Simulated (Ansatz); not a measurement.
A run of Ansatz 0.2.0:

The input input.yaml:

```yaml
crystal:
  lattice:
    - [0.0, 3.39084, 3.39084]
    - [3.39084, 0.0, 3.39084]
    - [3.39084, 3.39084, 0.0]
  atoms:
    - { symbol: Sn, position: [0.0, 0.0, 0.0] }
    - { symbol: Se, position: [0.75, 0.75, 0.75] }
hamiltonian:
  xc: { exchange: r2scan, correlation: r2scan, exx: { coeff: 0.25 } }
  pseudopotentials: { kind: paw }
kpoints:
  mp_grid: { grid: [4, 4, 4] }
scf:
  occupations: { method: fermi_dirac, width: 0.05 }
output:
  forces: true
  stress: true
  eigenvalues: true
```

Potentials or basis: Ansatz PAW.

Command:

```console
$ ansatz run input.yaml --threads 2 --pin off --max-ram 5632MiB --backend cpu --events-out ev --progress --plain --runs-dir out
```

Hardware: 2 threads of Arm Neoverse V1, on a shared host.

Question: Estimate the wall time of this run.

Answer: Run time: 32 s on 2 threads of Arm Neoverse V1, with other jobs on the host, peak memory 1.5 GiB. Counts: scf iterations 23, plane waves 1989, k points 8, bands 19.
